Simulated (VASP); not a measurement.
# Zn (Pm-3m) in VASP: settings compared

Aim: see how the results for Zn move with the level of theory and the settings. Levels: revPBE, BLYP, AM05, PW91. Tasks: band structure.

Program: VASP 6.6.1. These are calculated values, not measurements. Logs are shortened: lines on timing, memory, paths and dates and some standing lists are left out, and cuts for length are marked.

**1. Starting point**

It takes space group Pm-3m (No. 221, cubic). Conventional cell: a = 3.771 Å, b = 3.771 Å, c = 3.771 Å, α = 90.00°, β = 90.00°, γ = 90.00°. Zn (site symmetry 4/mmm) has 8 Zn at 2.67 Å as nearest neighbours.

The cell was built by a generator and needn't be a form met in nature.

**2. Band structure, revPBE**

File POSCAR:

```
Zn
1.0
    3.7711300000      0.0000000000      0.0000000000
    0.0000000000      3.7711300000      0.0000000000
    0.0000000000      0.0000000000      3.7711300000
Zn
3
Direct
    0.0000000000      0.5000000000      0.5000000000
    0.5000000000      0.0000000000      0.5000000000
    0.5000000000      0.5000000000      0.0000000000
```

File INCAR.step1:

```
SYSTEM = Zn
PREC = Accurate
ENCUT = 520
EDIFF = 1E-6
ISMEAR = -1
SIGMA = 0.05
LREAL = .FALSE.
LASPH = .TRUE.
NELM = 80
ALGO = Fast
ISIF = 2
LWAVE = .FALSE.
LCHARG = .TRUE.
GGA = RE
```

File KPOINTS.step1:

```
regular mesh
0
G
  7 7 7
  0 0 0
```

File INCAR.step2:

```
SYSTEM = Zn
PREC = Accurate
ENCUT = 520
EDIFF = 1E-6
ISMEAR = 0
SIGMA = 0.05
LREAL = .FALSE.
LASPH = .TRUE.
NELM = 80
ALGO = Fast
ISIF = 2
LWAVE = .FALSE.
LCHARG = .FALSE.
GGA = RE
ICHARG = 11
```

File KPOINTS.step2:

```
path GXMGRX,MR
10
line-mode
reciprocal
 0.0000000000  0.0000000000  0.0000000000  G
 0.0000000000  0.5000000000  0.0000000000  X

 0.0000000000  0.5000000000  0.0000000000  X
 0.5000000000  0.5000000000  0.0000000000  M

 0.5000000000  0.5000000000  0.0000000000  M
 0.0000000000  0.0000000000  0.0000000000  G

 0.0000000000  0.0000000000  0.0000000000  G
 0.5000000000  0.5000000000  0.5000000000  R

 0.5000000000  0.5000000000  0.5000000000  R
 0.0000000000  0.5000000000  0.0000000000  X

 0.5000000000  0.5000000000  0.0000000000  M
 0.5000000000  0.5000000000  0.5000000000  R
```

Potentials or basis: VASP PAW PBE potentials, release 64 (Zn).

Command:

```console
> cat potpaw_PBE.64/Zn/POTCAR > POTCAR
> cp INCAR.step1 INCAR
> cp KPOINTS.step1 KPOINTS
> mpirun -np 1 vasp_std > vasp.out
> cp INCAR.step2 INCAR
> cp KPOINTS.step2 KPOINTS
> mpirun -np 1 vasp_std > vasp.out
```

OUTCAR:

```text
SYSTEM = Zn
   PREC = Accurate
   ENCUT = 520
   EDIFF = 1E-6
   ISMEAR = 0
   LREAL = .FALSE.
   LASPH = .TRUE.
   NELM = 80
   ISIF = 2
   GGA = RE
   ICHARG = 11

 ion  position               nearest neighbor table
   1  0.000  0.500  0.500-   2 2.67   3 2.67   3 2.67   2 2.67   2 2.67   3 2.67   3 2.67   2 2.67

   2  0.500  0.000  0.500-   1 2.67   3 2.67   3 2.67   1 2.67   3 2.67   3 2.67   1 2.67   1 2.67

   3  0.500  0.500  0.000-   1 2.67   2 2.67   1 2.67   2 2.67   2 2.67   2 2.67   1 2.67   1 2.67

  LATTYP: Found a simple cubic cell.
 ALAT       =     3.7711300000

  Lattice vectors:

 A1 = (   3.7711300000,   0.0000000000,   0.0000000000)
 A2 = (   0.0000000000,   3.7711300000,   0.0000000000)
 A3 = (   0.0000000000,   0.0000000000,   3.7711300000)

Analysis of symmetry for initial positions (statically):
=====================================================================
 Subroutine PRICEL returns:
 Original cell was already a primitive cell.

 Routine SETGRP: Setting up the symmetry group for a
 simple cubic supercell.

 Subroutine GETGRP returns: Found 48 space group operations
 (whereof 48 operations were pure point group operations)
 out of a pool of 48 trial point group operations.

The static configuration has the point symmetry O_h .

Analysis of symmetry for dynamics (positions and initial velocities):
=====================================================================
 Subroutine PRICEL returns:
 Original cell was already a primitive cell.

 Routine SETGRP: Setting up the symmetry group for a
 simple cubic supercell.

 Subroutine GETGRP returns: Found 48 space group operations
 (whereof 48 operations were pure point group operations)
 out of a pool of 48 trial point group operations.

The dynamic configuration has the point symmetry O_h .

 Subroutine INISYM returns: Found 48 space group operations
 (whereof 48 operations are pure point group operations),
 and found     1 'primitive' translations

----------------------------------------------------------------------------------------

                                     Primitive cell

  volume of cell :      53.6308

  direct lattice vectors                    reciprocal lattice vectors
     3.771130000  0.000000000  0.000000000     0.265172508  0.000000000  0.000000000
     0.000000000  3.771130000  0.000000000     0.000000000  0.265172508  0.000000000
     0.000000000  0.000000000  3.771130000     0.000000000  0.000000000  0.265172508

  length of vectors
     3.771130000  3.771130000  3.771130000     0.265172508  0.265172508  0.265172508

  position of ions in fractional coordinates (direct lattice)
     0.000000000  0.500000000  0.500000000
     0.500000000  0.000000000  0.500000000
     0.500000000  0.500000000  0.000000000

  ion indices of the primitive-cell ions
   primitive index   ion index
                 1           1
                 2           2
                 3           3

----------------------------------------------------------------------------------------

 KPOINTS: path GXMGRX,MR

Interpolating k-points between supplied coordinates.

 Line segments in fractional coordinates (reciprocal lattice):
    0.000000  0.000000  0.000000  ...  0.000000  0.500000  0.000000
    0.000000  0.500000  0.000000  ...  0.500000  0.500000  0.000000
    0.500000  0.500000  0.000000  ...  0.000000  0.000000  0.000000
    0.000000  0.000000  0.000000  ...  0.500000  0.500000  0.500000
    0.500000  0.500000  0.500000  ...  0.000000  0.500000  0.000000
    0.500000  0.500000  0.000000  ...  0.500000  0.500000  0.500000

 Generated    10 points on each line segment, for a total of     60 k-points:

 Following reciprocal coordinates:
            Coordinates               Weight
  0.000000  0.000000  0.000000      0.016667
  0.000000  0.055556  0.000000      0.016667
  0.000000  0.111111  0.000000      0.016667
  0.000000  0.166667  0.000000      0.016667
  0.000000  0.222222  0.000000      0.016667
  0.000000  0.277778  0.000000      0.016667
[... 16 lines left out ...]
  0.388889  0.388889  0.000000      0.016667
  0.333333  0.333333  0.000000      0.016667
 [... further k-points ...]
   k-points           NKPTS =     60   k-points in BZ     NKDIM =     60   number of bands    NBANDS=     22
   number of dos      NEDOS =    301   number of ions     NIONS =      3
   total plane-waves  NPLWV =  21952
   dimension x,y,z NGX =    28 NGY =   28 NGZ =   28
   dimension x,y,z NGXF=    56 NGYF=   56 NGZF=   56
   ions per type =               3
   NGX,Y,Z   is equivalent  to a cutoff of  12.34, 12.34, 12.34 a.u.
   NGXF,Y,Z  is equivalent  to a cutoff of  24.69, 24.69, 24.69 a.u.
 SYSTEM =  Zn
   PREC   = accura    normal or accurate (medium, high low for compatibility)
   ISTART =      0    job   : 0-new  1-cont  2-samecut
   ICHARG =     11    charge: 1-file 2-atom 10-const
   ISPIN  =      1    spin polarized calculation?
   LNONCOLLINEAR =      F non collinear calculations
   LSORBIT =      F    spin-orbit coupling
   LASPH  =      T    aspherical Exc in radial PAW
   ENCUT  =  520.0 eV  38.22 Ry    6.18 a.u.   7.01  7.01  7.01*2*pi/ulx,y,z
   NELM   =     80;   NELMIN=  2; NELMDL=  0     # of ELM steps
   EDIFF  = 0.1E-05   stopping-criterion for ELM
   LREAL  =      F    real-space projection
   EDIFFG = 0.1E-04   stopping-criterion for IOM
   NSW    =      0    number of steps for IOM
   IBRION =     -1    ionic relax: 0-MD 1-quasi-New 2-CG
   NFREE  =      0    steps in history (QN), initial steepest desc. (CG)
   ISIF   =      2    stress and relaxation
   ISYM   =      2    0-nonsym 1-usesym 2-fastsym
   POTIM  = 0.5000    time-step for ionic-motion
   TEBEG  =    0.0;   TEEND  =   0.0 temperature during run
   PSTRESS=    0.0 pullay stress
   NELECT =      36.0000    total number of electrons
   NUPDOWN=      -1.0000    fix difference up-down
   EMIN   =  10.00;   EMAX   =-10.00  energy-range for DOS
   EFERMI =   0.00;   METHOD = LEGACY
   ISMEAR =     0;   SIGMA  =   0.05  broadening in eV -4-tet -1-fermi 0-gaus
   EFERMI_NEDOS =   21; number of points for ismear=-14 and -15
   IALGO  =     68    algorithm
   IMIX   =      4    mixing-type and parameters
     AMIX     =   0.40;   BMIX     =  1.00
     AMIX_MAG =   1.60;   BMIX_MAG =  1.00
  volume/ion in A,a.u.               =      17.88       120.64
  Fermi-wavevector in a.u.,A,eV,Ry     =   1.433411  2.708755 27.955455  2.054668
  Thomas-Fermi vector in A             =   2.552932
   LORBIT       =      0    0 simple, 1 ext, 2 COOP (PROOUT), +10 PAW based schemes
   GGA     = RE    functional components
   LHFCALC =     F    Hartree Fock is set to
   AEXX    =    0.0000 exact exchange contribution
   IVDW    =     0    specifies the selected vdW correction
   LEPSILON=     F    determine dielectric tensor
   LRPA    =     F    only Hartree local field effects (RPA)
 non-spin polarized calculation
 RMM-DIIS sequential band-by-band and
 Gauss-broadening in eV      SIGMA  =   0.05
  energy-cutoff  :      520.00
  volume of cell :       53.63
 maximum number of plane-waves:      1472

 number of electron      36.0000072 magnetization

 Free energy of the ion-electron system (eV)
  ---------------------------------------------------
  ext. energy  EPLUGINS =         0.00000000
  ---------------------------------------------------
  free energy    TOTEN  =        -0.92303841 eV

  energy without entropy =       -0.92154066  energy(sigma->0) =       -0.92228953

 E-fermi :   1.5495     XC(G=0): -10.4884

 val. band max:        1.5326430200   @ k =   0.3889   0.5000   0.3889
 cond. band min:       1.5545434192   @ k =   0.5000   0.5000   0.4444
 fundamental gap:      0.0219003992
 Fermi energy:         1.5494863982

 k-point     1 :       0.0000    0.0000    0.0000
  band No.  band energies     occupation
      1      -7.5708      2.00000
      2      -6.0680      2.00000
      3      -6.0507      2.00000
      4      -6.0507      2.00000
      5      -6.0507      2.00000
      6      -5.8265      2.00000
[... 14 lines left out ...]
     21       5.0829      0.00000
     22       7.6951      0.00000

 k-point     2 :       0.0000    0.0556    0.0000
  band No.  band energies     occupation
      1      -7.5418      2.00000
      2      -6.0564      2.00000
      3      -6.0484      2.00000
      4      -6.0439      2.00000
      5      -6.0439      2.00000
      6      -5.8245      2.00000
[... 14 lines left out ...]
     21       5.4528      0.00000
     22       7.8246      0.00000

 k-point     3 :       0.0000    0.1111    0.0000
  band No.  band energies     occupation
      1      -7.4560      2.00000
      2      -6.0415      2.00000
      3      -6.0235      2.00000
      4      -6.0235      2.00000
      5      -6.0224      2.00000
      6      -5.8173      2.00000
[... 14 lines left out ...]
     21       6.0927      0.00000
     22       8.2740      0.00000

 k-point     4 :       0.0000    0.1667    0.0000
  band No.  band energies     occupation
      1      -7.3179      2.00000
      2      -6.0308      2.00000
      3      -5.9898      2.00000
      4      -5.9898      2.00000
      5      -5.9693      2.00000
      6      -5.8000      2.00000
[... 14 lines left out ...]
     21       6.5927      0.00000
     22       9.1154      0.00000

 k-point     5 :       0.0000    0.2222    0.0000
  band No.  band energies     occupation
      1      -7.1366      2.00000
      2      -6.0173      2.00000
      3      -5.9431      2.00000
      4      -5.9431      2.00000
      5      -5.9117      2.00000
      6      -5.7547      2.00000
[... 14 lines left out ...]
     21       6.9466      0.00000
     22      10.3023      0.00000

 k-point     6 :       0.0000    0.2778    0.0000
  band No.  band energies     occupation
      1      -6.9285      2.00000
      2      -6.0025      2.00000
      3      -5.8839      2.00000
      4      -5.8839      2.00000
      5      -5.8748      2.00000
      6      -5.6513      2.00000
[... 14 lines left out ...]
     21       7.2490      0.00000
     22       9.6048      0.00000

 k-point     7 :       0.0000    0.3333    0.0000
  band No.  band energies     occupation
      1      -6.7201      2.00000
      2      -5.9880      2.00000
      3      -5.8573      2.00000
      4      -5.8134      2.00000
      5      -5.8134      2.00000
      6      -5.5742      2.00000
[... 324 lines left out ...]
      6      -5.4254      2.00000
[... 14 lines left out ...]
     21       8.5543      0.00000
     22       8.5561      0.00000

 k-point    21 :       0.5000    0.5000    0.0000
  band No.  band energies     occupation
      1      -5.8367      2.00000
      2      -5.8367      2.00000
      3      -5.7483      2.00000
      4      -5.6124      2.00000
      5      -5.5260      2.00000
      6      -5.4254      2.00000
[... 14 lines left out ...]
     21       8.5543      0.00000
     22       8.5544      0.00000

 k-point    22 :       0.4444    0.4444    0.0000
  band No.  band energies     occupation
      1      -5.8751      2.00000
      2      -5.8035      2.00000
      3      -5.7668      2.00000
      4      -5.6360      2.00000
      5      -5.5281      2.00000
      6      -5.4642      2.00000
[... 14 lines left out ...]
     21       8.6260      0.00000
     22       8.8562      0.00000

 k-point    23 :       0.3889    0.3889    0.0000
  band No.  band energies     occupation
      1      -5.9907      2.00000
      2      -5.8132      2.00000
      3      -5.7100      2.00000
      4      -5.6898      2.00000
      5      -5.5516      2.00000
      6      -5.5069      2.00000
[... 14 lines left out ...]
     21       8.2791      0.00000
     22       8.8366      0.00000

 k-point    24 :       0.3333    0.3333    0.0000
  band No.  band energies     occupation
      1      -6.1813      2.00000
      2      -5.8691      2.00000
      3      -5.7537      2.00000
      4      -5.6550      2.00000
      5      -5.6087      2.00000
      6      -5.5095      2.00000
[... 14 lines left out ...]
     21       7.6624      0.00000
     22       9.1828      0.00000

 [... further k-points ...]

------------------------ aborting loop because EDIFF is reached ----------------------------------------

  FORCE on cell =-STRESS in cart. coord.  units (eV):
  Direction    XX          YY          ZZ          XY          YZ          ZX
  --------------------------------------------------------------------------------------
  -------------------------------------------------------------------------------------
  Total        3.9705046      3.9705046      3.9705046     -0.0000000     -0.0000000      0.0000000
  in kB      118.6155896    118.6155896    118.6155896     -0.0000000     -0.0000000      0.0000000
  external PRESSURE =     118.6155896 kB  Pullay stress =       0.0000000 kB

 VOLUME and BASIS-vectors are now :
 -----------------------------------------------------------------------------
  energy-cutoff  :      520.00
  volume of cell :       53.63
      direct lattice vectors                 reciprocal lattice vectors
     3.771130000  0.000000000  0.000000000     0.265172508  0.000000000  0.000000000
     0.000000000  3.771130000  0.000000000     0.000000000  0.265172508  0.000000000
     0.000000000  0.000000000  3.771130000     0.000000000  0.000000000  0.265172508

 POSITION                                       TOTAL-FORCE (eV/Angst)
 -----------------------------------------------------------------------------------
      0.00000      1.88556      1.88556         0.000000      0.000000      0.000000
      1.88556      0.00000      1.88556         0.000000      0.000000      0.000000
      1.88556      1.88556      0.00000         0.000000      0.000000      0.000000
 -----------------------------------------------------------------------------------
    total drift:                                0.000000      0.000000      0.000000

  FREE ENERGIE OF THE ION-ELECTRON SYSTEM (eV)
  ---------------------------------------------------
  free  energy   TOTEN  =        -0.9230384127 eV

  energy  without entropy=       -0.9215406563  energy(sigma->0) =       -0.92228953
```

Run time: 57 s. Hardware: 1 thread of AMD EPYC 7R43 (Zen 3), shared host; peak memory 0.14 GiB.

What came out:

```yaml
Band_gap_along_the_path: none (metal or under the smearing width)
```

Levels at the corners of the path, in eV from the Fermi level:
```
point  band 14  band 15  band 16  band 17  band 18  band 19  band 20  band 21  band 22
    Γ    -6.59    -6.59    -6.59     0.82     0.82     0.82     3.17     3.17     5.79
    X    -6.85    -6.59    -6.38    -5.62     3.13     3.13     4.98     5.56     5.56
    X    -6.85    -6.59    -6.38    -5.62     3.13     3.13     4.98     5.56     5.56
    M    -7.01    -6.93    -4.75    -3.15    -3.15    -1.53     6.18     6.65     6.65
    M    -7.01    -6.93    -4.75    -3.15    -3.15    -1.53     6.18     6.65     6.65
    Γ    -6.59    -6.59    -6.59     0.82     0.82     0.82     3.17     3.17     5.79
    Γ    -6.59    -6.59    -6.59     0.82     0.82     0.82     3.17     3.17     5.79
    R    -6.67    -6.67    -2.92    -0.58    -0.58    -0.58    -0.54    -0.54    -0.54
    R    -6.67    -6.67    -2.92    -0.58    -0.58    -0.58    -0.54    -0.54    -0.54
    X    -6.85    -6.59    -6.38    -5.62     3.13     3.13     4.98     5.56     5.56
    M    -7.01    -6.93    -4.75    -3.15    -3.15    -1.53     6.18     6.65     6.65
    R    -6.67    -6.67    -2.92    -0.58    -0.58    -0.58    -0.54    -0.54    -0.54
```

Caveat: the log is that of the step along the path at fixed density, whose energy, stress, charges and moments have no meaning; the PAW data sets were made with another functional, which shifts forces and pressure a little.

(Continued in part 2 of 3.)
